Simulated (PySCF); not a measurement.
## Mayer bond orders and bond lengths

C6H7N.
Numbering: `[NH2:1][c:2]1[cH:3][cH:4][cH:5][cH:6][cH:7]1` (hydrogens: H8, H9 on N1; H10 on C3; H11 on C4; H12 on C5; H13 on C6; H14 on C7)

Geometry (PBE0-D3(BJ)/def2-SVP, Å), atoms numbered from 1 in this order:
```xyz
14
C6H7N angstrom
N      2.338   -0.208    0.163
C      0.968   -0.085    0.052
C      0.309    1.081    0.481
C     -1.076    1.180    0.411
C     -1.845    0.127   -0.085
C     -1.199   -1.032   -0.512
C      0.186   -1.142   -0.447
H      2.777   -0.903   -0.426
H      2.864    0.654    0.222
H      0.898    1.914    0.875
H     -1.562    2.099    0.750
H     -2.933    0.210   -0.138
H     -1.781   -1.869   -0.906
H      0.678   -2.059   -0.783
```

Bond orders from the PBE0/pcSseg-1 density (PySCF). Isolated species at its PBE0-D3(BJ)/def2-SVP geometry, gas phase.

Question: How far do the computed orders between heavy atoms stray from the drawn ones?

Answer: The largest departure is 0.163, at C2–C3 (drawn aromatic, 1.337) and C7–C2 (drawn aromatic, 1.337), counting aromatic bonds as 1.5. Drawn single, order above 1.12: N1–C2 (1.147). The bonds drawn aromatic range from 1.34 to 1.47.

Question: Give the Mayer order of every bond, beside its length.

Answer: 
```json
{"bond": "N1–C2", "drawn as": "single", "length (Å)": "1.381", "Mayer order": "1.147"}
{"bond": "C2–C3", "drawn as": "aromatic", "length (Å)": "1.406", "Mayer order": "1.337"}
{"bond": "C3–C4", "drawn as": "aromatic", "length (Å)": "1.391", "Mayer order": "1.474"}
{"bond": "C4–C5", "drawn as": "aromatic", "length (Å)": "1.395", "Mayer order": "1.422"}
{"bond": "C5–C6", "drawn as": "aromatic", "length (Å)": "1.395", "Mayer order": "1.421"}
{"bond": "C6–C7", "drawn as": "aromatic", "length (Å)": "1.391", "Mayer order": "1.474"}
{"bond": "C7–C2", "drawn as": "aromatic", "length (Å)": "1.406", "Mayer order": "1.337"}
{"bond": "N1–H8", "drawn as": "single", "length (Å)": "1.011", "Mayer order": "0.941"}
{"bond": "N1–H9", "drawn as": "single", "length (Å)": "1.011", "Mayer order": "0.941"}
{"bond": "C3–H10", "drawn as": "single", "length (Å)": "1.094", "Mayer order": "0.959"}
{"bond": "C4–H11", "drawn as": "single", "length (Å)": "1.093", "Mayer order": "0.960"}
{"bond": "C5–H12", "drawn as": "single", "length (Å)": "1.092", "Mayer order": "0.967"}
{"bond": "C6–H13", "drawn as": "single", "length (Å)": "1.093", "Mayer order": "0.960"}
{"bond": "C7–H14", "drawn as": "single", "length (Å)": "1.094", "Mayer order": "0.959"}
```

Bonds between the same two heavy elements. C–C: lowest C2–C3 and C7–C2 (1.337, 1.406 Å), highest C3–C4 and C6–C7 (1.474, 1.391 Å). Bonds named together lie within 0.004.

Question: Sum the orders of all bonds at each heavy atom with more than one neighbour and set the sums beside the valence in the SMILES.

Answer: N1 3.029 (drawn 3), C2 3.821 (drawn 4), C3 3.770 (drawn 4), C4 3.856 (drawn 4), C5 3.810 (drawn 4), C6 3.855 (drawn 4), C7 3.770 (drawn 4). Orders between atoms that aren't bonded are not in these sums.

For a closed shell the Mayer order of atoms A and B is Σ (PS)μν (PS)νμ over the basis functions μ on A and ν on B, with P the density and S the overlap matrix.
